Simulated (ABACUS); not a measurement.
# HfC under changes of volume

One of the cells (12.568 Å³/atom); the others are scaled copies at fixed shape and fractional positions:

```xyz
2
Lattice="0.0000 2.3250 2.3250 2.3250 0.0000 2.3250 2.3250 2.3250 0.0000" Properties=species:S:1:pos:R:3 pbc="T T T"
Hf    2.3250    2.3250    2.3250
C     0.0000    0.0000    0.0000
```

```yaml
Program: ABACUS 3.10.1
Functional: PBE
Potentials_or_basis: PseudoDojo NC SR 0.4.1 PBE standard
Cutoff: 1361 eV
Density_cutoff: 5442 eV
Basis: DZP LCAO (the cutoffs set its grid)
k_mesh: 10 × 10 × 10
Occupations: fermi-dirac, width 0.05 eV
Spin: no spin polarisation
```

```csv
volume (Å³/atom),energy over the lowest point (meV/atom),pressure (GPa)
11.814,42.11,17.8
12.065,19.18,11.6
12.317,5.43,6.0
12.568,0.00,1.0
12.819,2.08,-3.5
13.071,?,?
13.322,25.93,-11.4
```

Question: What does the run at 13.071 Å³/atom give?

Answer: Energy over the lowest point 10.93 meV/atom; pressure -7.6 GPa.

Worked out: A Birch-Murnaghan fit of order 3 (a polynomial in V^(-2/3)) to the other rows has its minimum at 12.62 Å³/atom with B0 = V·E''(V) = 235 GPa and B' = 4.1. It gives 10.96 meV/atom at 13.071 Å³/atom, against the run's 10.93, and -dE/dV = -7.7 GPa, against -7.6.

Energies are extrapolated to zero smearing.

Caveats: the atomic orbitals were generated for these runs and aren't a published set; the basis of atomic orbitals isn't converged, which shifts pressures, moduli and gaps.
